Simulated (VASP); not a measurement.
Crystal: Sb.

```
Sb
1.0
    -1.57654    1.57654    2.71194
     1.57654   -1.57654    2.71194
     1.57654    1.57654   -2.71194
Sb
1
Cartesian
  0.0000 0.0000 0.0000
```

This isn't the form of Sb at room conditions, which is rhombohedral.

```yaml
Program: VASP 6.6.1
Task: relaxation of cell and atoms
Functional: r2SCAN
Dispersion: D4
Potentials_or_basis: VASP PAW PBE potentials, release 64 (Sb)
Cutoff: 600 eV
k_mesh: 12 × 12 × 12
Occupations: gaussian, width 0.05 eV
Spin: no spin polarisation
```

At the start: pressure 0.1 GPa; volume 26.96 Å³/atom.

Question: How do energy, volume and symmetry change on relaxing?

Answer: Over 9 steps the energy falls by 7.6 meV/atom and the volume is 27.28 Å³/atom (+1.2 %); space group I4/mmm (No. 139, to 0.05 Å).

The path:
```csv
step,energy change (eV),largest force (eV/Å),pressure (GPa),volume (Å³)
1,0.0000,0.0000,0.06,26.96
2,-0.0010,0.0000,0.04,27.00
3,-0.0059,0.0000,0.20,27.11
4,-0.0047,0.0000,0.44,27.30
5,-0.0069,0.0000,0.30,27.23
6,-0.0075,0.0000,0.23,27.17
7,-0.0075,0.0000,0.24,27.18
8,-0.0071,0.0000,-0.56,27.54
9,-0.0076,0.0000,0.02,27.28
```

Final structure:
```xyz
1
Lattice="-1.5572 1.5572 2.8119 1.5572 -1.5572 2.8119 1.5572 1.5572 -2.8119" Properties=species:S:1:pos:R:3 pbc="T T T"
Sb    0.0000    0.0000    0.0000
```

Caveat: the PAW data sets were made with another functional, which shifts forces and pressure a little; pairwise dispersion overbinds metals, which lowers pressure and volume.
